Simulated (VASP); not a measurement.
**CdS in VASP 6.6.1, single-point calculation**

INCAR

```
GGA = PE
NBANDS = 16
LASPH = .TRUE.
SIGMA = 0.02
ISMEAR = -1
NSW = 0
LCHARG = .FALSE.
NELECT = 17.9
PREC = Accurate
EDIFF = 1E-7
LREAL = .FALSE.
ISIF = 2
ENCUT = 520
IBRION = -1
LWAVE = .FALSE.
NELM = 120
```

KPOINTS

```
KPOINTS created by Atomic Simulation Environment
0
Gamma
8 8 8
0 0 0
```

POSCAR

```
Cd S
 1.0000000000000000
     0.0000000000000000    2.8510383978000000    2.8510383978000000
     2.8510383978000000    0.0000000000000000    2.8510383978000000
     2.8510383978000000    2.8510383978000000    0.0000000000000000
 Cd  S
   1   1
Cartesian
  0.0000000000000000  0.0000000000000000  0.0000000000000000
  1.4255191988999998  1.4255191988999998  1.4255191988999998
```

The recommended PBE PAW datasets give the neutral cell 18 valence electrons.

Command

```
mpirun -np 1 vasp_std
```

OSZICAR

```
N       E                     dE             d eps       ncg     rms          rms(c)
DAV:   1     0.110002383593E+03    0.11000E+03   -0.84654E+03   960   0.971E+02
DAV:   2    -0.251078520653E+01   -0.11251E+03   -0.10618E+03  1136   0.256E+02
DAV:   3    -0.662194023292E+01   -0.41112E+01   -0.41011E+01  1200   0.511E+01
DAV:   4    -0.664599325528E+01   -0.24053E-01   -0.24052E-01  1104   0.386E+00
DAV:   5    -0.664629748830E+01   -0.30423E-03   -0.30423E-03  1200   0.410E-01    0.915E+00
DAV:   6    -0.620101271641E+01    0.44528E+00   -0.73864E-01  1376   0.123E+01    0.720E+00
DAV:   7    -0.618044013698E+01    0.20573E-01   -0.19604E-01  1160   0.309E+00    0.325E+00
DAV:   8    -0.618037270229E+01    0.67435E-04   -0.17392E-02  1104   0.172E+00    0.410E-01
DAV:   9    -0.618033122829E+01    0.41474E-04   -0.18377E-03  1040   0.655E-01    0.530E-02
DAV:  10    -0.618040298869E+01   -0.71760E-04   -0.18014E-04  1176   0.154E-01    0.501E-02
DAV:  11    -0.618045895492E+01   -0.55966E-04   -0.97415E-05  1008   0.776E-02    0.240E-02
DAV:  12    -0.618045555082E+01    0.34041E-05   -0.13613E-05  1192   0.517E-02    0.929E-03
DAV:  13    -0.618045633811E+01   -0.78729E-06   -0.25450E-06  1128   0.984E-03    0.110E-02
DAV:  14    -0.618045607674E+01    0.26137E-06   -0.32000E-07  1144   0.437E-03    0.436E-03
DAV:  15    -0.618045608711E+01   -0.10368E-07   -0.33743E-08   680   0.134E-03
   1 F= -.61804561E+01 E0= -.61800572E+01  d E =-.797789E-03
```

From OUTCAR

```
k-points           NKPTS =     29   k-points in BZ     NKDIM =     29   number of bands    NBANDS=     16

   NELECT =      17.9000    total number of electrons

   dimension x,y,z NGX =    30 NGY =   30 NGZ =   30
   dimension x,y,z NGXF=    60 NGYF=   60 NGZF=   60

  energy-cutoff  :      520.00
  volume of cell :       46.35
      direct lattice vectors                 reciprocal lattice vectors
     0.000000000  2.851038398  2.851038398    -0.175374699  0.175374699  0.175374699
     2.851038398  0.000000000  2.851038398     0.175374699 -0.175374699  0.175374699
     2.851038398  2.851038398  0.000000000     0.175374699  0.175374699 -0.175374699

 k-points in reciprocal lattice and weights: KPOINTS created by Atomic Simulation Env
   0.00000000  0.00000000  0.00000000       0.002
   0.12500000  0.00000000  0.00000000       0.016
   0.25000000  0.00000000  0.00000000       0.016
   0.37500000  0.00000000  0.00000000       0.016
   0.50000000  0.00000000  0.00000000       0.008
   0.12500000  0.12500000  0.00000000       0.012
   0.25000000  0.12500000  0.00000000       0.047
   0.37500000  0.12500000  0.00000000       0.047
   ...

 E-fermi :   1.6554

 k-point     1 :       0.0000    0.0000    0.0000
  band No.  band energies     occupation
      1     -10.9481      2.00000
      2      -6.1038      2.00000
      3      -6.1038      2.00000
      4      -6.1038      2.00000
      5      -5.5185      2.00000
      6      -5.5185      2.00000
      7       1.8639      0.00006
      8       1.8639      0.00006
      9       1.8639      0.00006
     10       3.2436      0.00000
     11       8.4617      0.00000
     12       8.4617      0.00000
     13       8.4617      0.00000
     14      13.5015      0.00000
     15      13.5015      0.00000
     16      13.8010      0.00000

 k-point     2 :       0.1250    0.0000    0.0000
  band No.  band energies     occupation
      1     -10.8777      2.00000
      2      -6.0770      2.00000
      3      -6.0770      2.00000
      4      -6.0471      2.00000
      5      -5.5200      2.00000
      6      -5.5200      2.00000
      7       0.8178      2.00000
      8       1.7264      0.05569
      9       1.7264      0.05569
     10       4.0687      0.00000
     11       8.2297      0.00000
     12       8.6780      0.00000
     13       8.6780      0.00000
     14      12.8935      0.00000
     15      12.8935      0.00000
     16      14.2798      0.00000

 k-point     3 :       0.2500    0.0000    0.0000
  band No.  band energies     occupation
      1     -10.7066      2.00000
      2      -6.0190      2.00000
      3      -6.0190      2.00000
      4      -5.8349      2.00000
      5      -5.5139      2.00000
      6      -5.5139      2.00000
      7      -0.7634      2.00000
      8       1.4174      1.99999
      9       1.4174      1.99999
     10       4.8614      0.00000
     11       8.3140      0.00000
     12       9.0050      0.00000
     13       9.0050      0.00000
     14      12.6557      0.00000
     15      12.6557      0.00000
     16      13.5115      0.00000

 ...

  Total        1.5556905      1.5556905      1.5556905      0.0000000     -0.0000000     -0.0000000
  in kB       53.7767530     53.7767530     53.7767530      0.0000000     -0.0000000     -0.0000000
  external PRESSURE =      53.7767530 kB  Pullay stress =       0.0000000 kB

 POSITION                                       TOTAL-FORCE (eV/Angst)
 -----------------------------------------------------------------------------------
      0.00000      0.00000      0.00000         0.000000      0.000000     -0.000000
      1.42552      1.42552      1.42552        -0.000000     -0.000000      0.000000
 -----------------------------------------------------------------------------------
    total drift:                               -0.000001     -0.000001     -0.000001

  FREE ENERGIE OF THE ION-ELECTRON SYSTEM (eV)
  ---------------------------------------------------
  free  energy   TOTEN  =        -6.1804560871 eV

  energy  without entropy=       -6.1796582980  energy(sigma->0) =       -6.18005719
```

It converged. Results: pressure 5.4 GPa.

The cell is charged and sits in a uniform background.

For comparison, a separate PBE run of the intended cell, on usual settings and not on those above, gives a gap of 1.30 eV on its mesh and a pressure of 8.6 GPa.

The run above took about 17 s on one core of a shared host (Intel Xeon Platinum 8488C) and held 0.17 GiB at most.
